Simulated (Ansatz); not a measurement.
# TaAs: band structure with PBE

Crystal: TaAs.

```
Ta As
1.0
    -1.72181    1.72181    5.86794
     1.72181   -1.72181    5.86794
     1.72181    1.72181   -5.86794
Ta As
2 2
Direct
  0.49997 0.49997 0.00000
  0.24997 0.74997 0.50000
  0.08263 0.08263 0.00000
  0.83263 0.33263 0.50000
```

The cell is a database's computed one.

| Quantity | Value |
| --- | --- |
| Program | Ansatz 0.2.0 |
| Task | band structure |
| Functional | PBE |
| Potentials or basis | JTH PAW |
| Cutoff | 1350 eV (not typed: the program's choice for these potentials) |
| k mesh | 11 × 11 × 11 |
| Occupations | fermi-dirac, width 0.05 eV |
| Spin | no spin polarisation |
| Path | [["G", "X", "Y", "S", "G", "Z", "S1", "N", "P", "Y1", "Z"], ["X", "P"]] |
| Points for each segment of the path | 14 |

```yaml
Pressure: 2.2 GPa
Largest_force: 0.026 eV/Å
Band_gap_on_the_k_mesh: none (metal or under the smearing width)
```

Forces on the atoms (eV/Å):
```
Ta   0.000  0.000  0.026
Ta   0.000  0.000  0.026
As   0.000  0.000 -0.026
As   0.000  0.000 -0.026
```

Stress tensor (GPa, compression positive):
```
2.51 0.00 0.00
0.00 2.51 0.00
0.00 0.00 1.51
```

Levels at the corners of the path, in eV from the Fermi level:
| point | band 24 | band 25 | band 26 | band 27 | band 28 | band 29 | band 30 | band 31 | band 32 | band 33 |
| --- | --- | --- | --- | --- | --- | --- | --- | --- | --- | --- |
| Γ | -2.47 | -2.35 | -1.95 | -1.64 | -1.64 | 0.93 | 1.58 | 2.33 | 3.09 | 3.09 |
| X | -5.09 | -3.21 | -3.21 | -1.13 | -1.13 | 2.82 | 2.82 | 3.08 | 3.08 | 3.78 |
| Y | -5.03 | -3.19 | -3.19 | -1.15 | -1.15 | 2.66 | 2.66 | 2.99 | 2.99 | 3.76 |
| S | -3.38 | -2.43 | -2.42 | -1.76 | -0.09 | 0.07 | 1.71 | 2.14 | 2.52 | 2.90 |
| Γ | -2.47 | -2.35 | -1.95 | -1.64 | -1.64 | 0.93 | 1.58 | 2.33 | 3.09 | 3.09 |
| Z | -2.88 | -2.79 | -2.79 | -0.93 | -0.93 | 1.24 | 1.24 | 2.29 | 2.29 | 3.06 |
| S1 | -3.38 | -2.43 | -2.42 | -1.76 | -0.09 | 0.07 | 1.71 | 2.14 | 2.52 | 2.90 |
| N | -3.41 | -2.43 | -2.33 | -1.58 | -0.28 | 0.14 | 1.38 | 2.25 | 2.46 | 3.06 |
| P | -5.06 | -3.22 | -3.22 | -1.12 | -1.12 | 2.83 | 2.83 | 3.07 | 3.07 | 3.78 |
| Y1 | -5.03 | -3.19 | -3.19 | -1.15 | -1.15 | 2.66 | 2.66 | 2.99 | 2.99 | 3.76 |
| Z | -2.88 | -2.79 | -2.79 | -0.93 | -0.93 | 1.24 | 1.24 | 2.29 | 2.29 | 3.06 |
| X | -5.09 | -3.21 | -3.21 | -1.13 | -1.13 | 2.82 | 2.82 | 3.08 | 3.08 | 3.78 |
| P | -5.06 | -3.22 | -3.22 | -1.12 | -1.12 | 2.83 | 2.83 | 3.07 | 3.07 | 3.78 |

Wall time 120 s on 2 threads of Arm Neoverse V1, with other jobs on the host, peak memory 1.5 GiB.

Caveat: spin-orbit coupling is left out, which moves the levels of the heavy elements.
